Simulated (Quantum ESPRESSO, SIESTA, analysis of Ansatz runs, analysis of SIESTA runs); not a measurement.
# NaCl (Fm-3m):K_Na, a ladder of methods on one cell (SIESTA), part 3 of 3

Question: at which Fermi levels does K_Na in NaCl (Fm-3m) change its charge, and how much of the answer depends on the k-points? The model is a cell of 54 host atoms with 1 Na taken out and 1 K put in.

SIESTA 5.4.2; SIESTA numerical-orbital DFT, PBEsol, DZP basis, PseudoDojo 0.4.1 potentials converted to PSML; charged supercells in a uniform background, point-charge correction with alignment at far sites.

So far. Step 2 (Band edges): The gap at this level is 5.10 eV.

## Step 3: Relaxing each charge state (continued)

Level of this step: SIESTA numerical-orbital DFT, PBEsol, DZP basis, PseudoDojo 0.4.1 potentials converted to PSML; relaxation of all atoms of a defect supercell at fixed charge in a uniform background (SIESTA).

The states that were run, at one point at (¼, ¼, ¼), on 1 MPI rank of Arm Neoverse V1, shared host:

```
charge  moment (μB)    outcome  structures computed  largest displacement of a host atom from its site (Å)  lowest empty less highest filled level (eV)    time
     0            0  converged                    6                                                   0.15                                         5.38  12 min
    −1            1  converged                    6                                                   0.15                                         0.07  21 min
    +1            1  converged                    6                                                   0.16                                         0.00  27 min
```

At charge +1 filled and empty levels, counted over both spins and all k-points, touch or overlap: the last carrier shares a level or a band, or the held moment keeps an electron of one spin above an empty level of the other.

Against the host's sites the lattice moves most at charge +1 (0.16 Å); the smallest move among the states is 0.15 Å.

## Step 4: Corrections and levels

A charged cell interacts with its images and the background. The point-charge term, screened by the static dielectric constant, takes that out, and the potential far from the defect is aligned with the host's. Chemical potentials: Cl (Cl2 molecule), K (bcc) and Na (bcc), run alike.

By state, in eV; the first energy still holds the atoms taken out or put in:

```
charge  moment (μB)  energy over the host, electrons at the valence top  point-charge term  potential shift at far sites  its spread  correction
    −1            1                                             431.005              0.334                         0.095       0.016       0.239
     0            0                                             425.696              0.000                             -           -       0.000
    +1            1                                             425.729              0.334                        -0.145       0.041       0.189
```

Potentials at atomic sites for charge −1, some of the atoms; distances and the model charge refer to the site on which the defect was built:

```
atom  distance from that site (Å)  potential less the host's (eV)  point-charge model (eV)
Cl18                        2.939                          -0.127                    0.202
Cl28                        2.954                          -0.124                    0.198
Na31                        3.979                          -0.042                    0.018
Na17                        3.984                          -0.041                    0.018
 Cl8                        4.847                          -0.045                   -0.060
Cl46                        4.856                          -0.043                   -0.060
Na45                        5.630                           0.005                   -0.113
Cl42                        6.263                          -0.013                   -0.106
Cl14                        6.269                          -0.005                   -0.106
 Na9                        6.865                          -0.007                   -0.113
Na19                        6.867                          -0.010                   -0.113
```

Over the charge states the far sites scatter by a standard deviation of up to 0.04 eV about the model once its mean shift is taken off, which is the uncertainty of the alignment.

Limit set by the element alone; other compounds of these elements are not counted. Chemical potentials from the elements' reference states: Cl 0.00 eV, Na -4.13 eV, K 0.00 eV. Formation energy by charge state (Cl-rich; gap 5.10 eV):

```
charge  at valence top (eV)  at conduction bottom (eV)  correction included (eV)
    +1                -3.70                       1.40                      0.19
     0                -3.92                      -3.92                      0.00
    −1                 1.62                      -3.48                      0.24
```

(Fermi level (eV), lowest formation energy (eV)): (0.00, -3.92), (0.46, -3.92), (0.93, -3.92), (1.39, -3.92), (1.85, -3.92), (2.32, -3.92), (2.78, -3.92), (3.25, -3.92), (3.71, -3.92), (4.17, -3.92), (4.64, -3.92), (5.10, -3.92)

Limit set by the element alone; other compounds of these elements are not counted. Chemical potentials from the elements' reference states: Na 0.00 eV, Cl -4.13 eV, K 0.00 eV. Formation energy by charge state (Na-rich; gap 5.10 eV):

```
charge  at valence top (eV)  at conduction bottom (eV)  correction included (eV)
    +1                 0.43                       5.53                      0.19
     0                 0.20                       0.20                      0.00
    −1                 5.75                       0.65                      0.24
```

(Fermi level (eV), lowest formation energy (eV)): (0.00, 0.20), (0.46, 0.20), (0.93, 0.20), (1.39, 0.20), (1.85, 0.20), (2.32, 0.20), (2.78, 0.20), (3.25, 0.20), (3.71, 0.20), (4.17, 0.20), (4.64, 0.20), (5.10, 0.20)

So at this level: (+1/0) at -0.22 eV (-0.03 without the correction) and (0/−1) at 5.55 eV (5.31 without the correction), in a gap of 5.10 eV. (+1/0) and (0/−1) lie outside the gap, so the charge beyond is not the lowest at any Fermi level in the gap, within the error of the correction. At charge +1, 19 % of the majority spin lies within 4 Å of the centre, against 22 % for an even spread, which points to a carrier spread as in a band; the levels next to it are then no levels of a bound state.

## Step 5: SIESTA, PBEsol, DZP, 2×2×2

The k-points change from one point at (¼, ¼, ¼) to 2×2×2 shifted by half a step on the same structures. A defect state disperses through its periodic images, and a carrier in a host band fills it differently at other k-points; both move the energies of the states that hold these electrons.

Input file defect.fdf:

```
SystemName                      KNa26Cl27
SystemLabel                     defect
NumberOfSpecies                 3
NumberOfAtoms                   54
%block ChemicalSpeciesLabel
  1   11 Na
  2   17 Cl
  3   19 K
%endblock ChemicalSpeciesLabel
LatticeConstant                 1.0 Ang
%block LatticeVectors
     0.006468000     8.414829000     8.414829000
     8.414829000     0.006468000     8.414829000
     8.414829000     8.414829000     0.006468000
%endblock LatticeVectors
AtomicCoordinatesFormat         Fractional
%block AtomicCoordinatesAndAtomicSpecies
    -0.001159787     0.001303476     0.001218322  1
     0.166665915     0.167275309     0.166157374  2
[... 9 atom lines left out ...]
     0.158194220     0.491624957     0.840096912  2
[... 3 atom lines left out ...]
     0.158771928     0.842542880     0.491050597  2
[... 1 atom line left out ...]
     0.159488806     0.840909002     0.841762557  2
[... 11 atom lines left out ...]
     0.509362954     0.489828826     0.840449239  2
[... 3 atom lines left out ...]
     0.507757226     0.842384748     0.491676209  2
     0.333627473     0.666079421     0.666579876  3
[... 18 atom lines left out ...]
     0.834618230     0.833381247     0.833276232  2
%endblock AtomicCoordinatesAndAtomicSpecies
%block kgrid.MonkhorstPack
    2   0   0  0.50
    0   2   0  0.50
    0   0   2  0.50
%endblock kgrid.MonkhorstPack
XC.Functional                   GGA
XC.Authors                      PBEsol
PAO.BasisSize                   DZP
PAO.EnergyShift                 0.005 Ry
Mesh.Cutoff                     300 Ry
NetCharge                       -1.0
Spin                            polarized
%block DM.InitSpin
    12   0.200
    16   0.200
    28   0.200
    34   0.200
    35   0.200
%endblock DM.InitSpin
Spin.Fix                        true
Spin.Total                      1.0
OccupationFunction              FD
ElectronicTemperature           0.01 eV
MaxSCFIterations                150
SCF.MustConverge                true
SCF.Mixer.Method                Pulay
SCF.Mixer.Weight                0.1
SCF.Mixer.History               10
SCF.DM.Tolerance                1.0e-4
SCF.H.Tolerance                 1.0e-3 eV
WriteForces                     true
Charge.Mulliken                 end
SaveRho                         true
SaveElectrostaticPotential      true
Charge.Hirshfeld                end
Charge.Voronoi                  end
```

Started as:

```
$ OMP_NUM_THREADS=1 siesta defect.fdf > defect.out
```

Log:

```text
Version         : 5.4.2

                           ***********************
                           *  WELCOME TO SIESTA  *
                           ***********************

[...]
reinit: Reading from file defect.fdf

reinit: -----------------------------------------------------------------------
reinit: System Name: KNa26Cl27
reinit: -----------------------------------------------------------------------
reinit: System Label: defect
reinit: -----------------------------------------------------------------------

[...]
initatom: Reading input for the pseudopotentials and atomic orbitals ----------
Species number:   1 Atomic number:   11 Label: Na
Species number:   2 Atomic number:   17 Label: Cl
Species number:   3 Atomic number:   19 Label: K

[... pseudopotential checks and orbital generation ...]

prinput: Basis input

PAO.BasisType split

%block ChemicalSpeciesLabel
    1   11 Na                      # Species index, atomic number, species label
    2   17 Cl                      # Species index, atomic number, species label
    3   19 K                       # Species index, atomic number, species label
%endblock ChemicalSpeciesLabel

%block PAO.Basis                 # Define Basis set
# WARNING: This information might be incomplete!
Na                    4                    # Species label, number of l-shells
 n=2   0   1                         # n, l, Nzeta
   2.788
   1.000
 n=3   0   2                         # n, l, Nzeta
   9.697      7.095
   1.000      1.000
 n=2   1   1                         # n, l, Nzeta
   3.254
[...]
Cl                    2                    # Species label, number of l-shells
[...]
4.413      2.893
[...]
Max    0.038148
   Res    0.011520    sqrt( Sum f_i^2 / 3N )
   Max    0.038148    constrained
[...]
Stress tensor Voigt[x,y,z,yz,xz,xy] (kbar):       -9.46       -9.48       -9.46       -0.20       -0.20       -0.20
(Free)E + p*V (eV/cell)   -45198.1641
Target enthalpy (eV/cell)   -45205.1987
[...]
siesta: Final energy (eV):
siesta:  Band Struct. =  -10207.013292
siesta:       Kinetic =   24023.944399
siesta:       Hartree =   14689.469483
siesta:         Exch. =   -7666.102498
siesta:         Corr. =    -581.904852
siesta:   Exch.-corr. =   -8248.007350
siesta:  Ion-electron =  -54280.854916
siesta:       Ion-ion =  -21389.750315
siesta:         Total =  -45205.198699
siesta:      Fermi_up =      -1.898367
siesta:      Fermi_dn =      -2.891027
[...]
siesta: Stress tensor (static) (eV/Ang**3):
siesta:    -0.005905   -0.000125   -0.000127
siesta:    -0.000125   -0.005917   -0.000126
siesta:    -0.000127   -0.000126   -0.005907
[...]
siesta: Cell volume =       1190.323111 Ang**3
[...]
siesta: Pressure (static):
siesta:                Solid            Molecule  Units
siesta:           0.00006437          0.00006129  Ry/Bohr**3
siesta:           0.00590979          0.00562708  eV/Ang**3
siesta:           9.46853397          9.01557607  kBar
[...]
mulliken: Qtot =      217.000

[...]
mulliken: Qtot =      216.000

Mulliken Atomic Populations:
Atom #   charge [q] valence [e]      Sz [e]  Species
     1     0.273909    8.726091    0.028493  Na
     2    -0.311726    7.311726   -0.000405  Cl
     3     0.273901    8.726099    0.028100  Na
     4    -0.310446    7.310446   -0.000734  Cl
     5     0.245246    8.754754    0.047150  Na
     6    -0.311557    7.311557   -0.000426  Cl
[...]
35     0.747700    8.252300   -0.040496  K
[...]
51     0.244633    8.755367    0.046767  Na
    52    -0.311419    7.311419   -0.000444  Cl
    53     0.246265    8.753735    0.046539  Na
    54    -0.310369    7.310369   -0.000790  Cl
 Total    -1.000000                1.000000

[...]
Job completed
```

Wall time 8.2 min (1 MPI rank of Arm Neoverse V1, shared host); peak memory 0.96 GiB.

On the kept structures the largest force at this level is 0.05 eV/Å, so they are close to rest here too.

At charge −1 and +1 filled and empty levels, counted over both spins and all k-points, touch or overlap: the last carrier shares a level or a band, or the held moment keeps an electron of one spin above an empty level of the other.

By state, in eV; the first energy still holds the atoms taken out or put in:

```
charge  moment (μB)  energy over the host, electrons at the valence top  point-charge term  potential shift at far sites  its spread  correction
    −1            1                                             431.422              0.334                         0.095       0.017       0.239
     0            0                                             425.695              0.000                             -           -       0.000
    +1            1                                             425.773              0.334                        -0.146       0.041       0.188
```

Against the first level the gap goes from 5.10 to 5.10 eV, and the level that moves most, (0/−1), from 5.55 to 5.97 eV. Both gaps come from the dense mesh of the unit cell, so this step does not test the gap. At charge +1, 19 % of the majority spin lies within 4 Å of the centre, against 22 % for an even spread, which points to a carrier spread as in a band; the levels next to it are then no levels of a bound state.

## Step 6: Side by side

Gap and levels in eV, each above its own valence top, and the processor time of the defect runs (shared machines):

```
           level of method   gap  (+1/0)  (0/−1)           runs  core time
SIESTA, PBEsol, DZP, k = ¼  5.10   -0.22    5.55    relaxations     60 min
SIESTA, PBEsol, DZP, 2×2×2  5.10   -0.27    5.97  single points     22 min
```

Values below zero or above the gap of their row lie outside the gap.

Formation energies in eV with the Fermi level at the valence top and the elements as references, each run at its own level:

```
           level of method    +1     0    −1
SIESTA, PBEsol, DZP, k = ¼  0.43  0.20  5.75
SIESTA, PBEsol, DZP, 2×2×2  0.47  0.20  6.17
```

## Step 7: What came out

| Quantity | Value |
| --- | --- |
| gap of the host (SIESTA, PBEsol) | 5.10 eV |

At the level trusted most (SIESTA, PBEsol, DZP, 2×2×2) no transition falls inside the gap of 5.10 eV: charge 0 is lowest across it. (+1/0) and (0/−1) reach a band edge before or after the correction; the carrier may then sit in a band, where the point-charge correction doesn't apply and the value depends on how these k-points fill the band, which is not corrected here. Only the charges −1, 0 and +1 were placed; others may be stable too. Compounds of K with the host's elements are not counted; they lower the chemical potential of the dopant and raise these formation energies. SIESTA's default basis gives K no d functions, which their compounds' conduction bands and lattices need. Limits: PBEsol makes the gap too small and tends to spread out bound carriers; where a gas molecule sets a chemical potential or the host's formation energy, its binding is uncorrected.

[Logs are printed without paths, hosts, clocks, repeated set-up lines and the standing remarks that a program may print on its own settings, such as how far it seeks lower states.]

[Hosts, paths, dates, database ids (printed as entryN), source tags and the programs' standing remarks are cut or masked in the printed files.]

[For some hosts the program warned that the k-mesh of the response run may be too coarse for force constants and the static dielectric constant; such warnings are not shown here.]

[Charge tables in the logs are Mulliken or Hirshfeld populations, whose sizes and signs can differ; where basis functions stand at a vacancy, SIESTA counts their charge against the missing atom's valence.]

[In relaxation paths of CP2K, step 0 can be the structure after the first move, since the trajectory file begins there, and the last row can be the final structure solved once more.]
